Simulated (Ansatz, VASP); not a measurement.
**Pb: VASP beside Ansatz**

```
CELL_PARAMETERS angstrom
0.00000 2.46381 2.46381
2.46381 0.00000 2.46381
2.46381 2.46381 0.00000
ATOMIC_POSITIONS crystal
Pb 0.00000 0.00000 0.00000
```

Alike in both runs: functional r2SCAN; k mesh 20 × 20 × 20; occupations fermi-dirac, width 0.1 eV; no spin polarisation.

Ansatz relaxed the structure, and its values are those at the end. VASP's run is a single point on that final structure, the one shown.

|  | VASP | Ansatz |
| --- | --- | --- |
| version | VASP 6.6.1 | Ansatz 0.2.0 |
| potentials or method | VASP PAW PBE potentials, release 64 (Pb_d) | PAW with Ansatz's default frozen-core files, scalar-relativistic |
| plane-wave cutoff (eV) | 520 | 500 |
| valence electrons in the cell | 14 | 14 |

|  | VASP | Ansatz | Ansatz less VASP |
| --- | --- | --- | --- |
| pressure (GPa) | 2.0 | 2.0 | 0.00 |

Caveats: the PAW data sets were made with another functional, which shifts forces and pressure a little (VASP). The runs have no spin-orbit coupling, so splittings on Pb are missing.
